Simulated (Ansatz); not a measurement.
## Lattice vibrations of Si at Γ

Theory: Ansatz 0.2.0, DFT PBEsol, scalar-relativistic, plane waves, PAW. Settings: 420 eV plane-wave cutoff, Γ-centred 12×12×12 mesh, fixed occupations. No spin polarisation. Phonons by linear response, acoustic sum rule imposed.

Equilibrium structure at this level:
```yaml
crystal:
  lattice:
    - [0.00000, 2.71681, 2.71681]
    - [2.71681, 0.00000, 2.71681]
    - [2.71681, 2.71681, 0.00000]
  atoms:
    - { symbol: Si, position: [0.75000, 0.75000, 0.75000] }
    - { symbol: Si, position: [0.50000, 0.50000, 0.50000] }
```

Task: Is this structure stable against zone-centre distortions?

Result: Yes, at Γ: no optical mode is imaginary. Strains and other wave vectors aren't tested by this run.

Task: List the optical modes at Γ without the LO field (i marks imaginary ones).

Result:
```csv
frequency (THz),degeneracy,IR intensity of the level ((D/Å)²/amu),Raman activity of the level (Å⁴/amu)
15.25,3,0.00,1929.8
```

Cost: 1 run of about 2.8 core-minutes, on Intel Xeon Platinum 8259CL (Skylake/Cascade Lake) (shared hosts).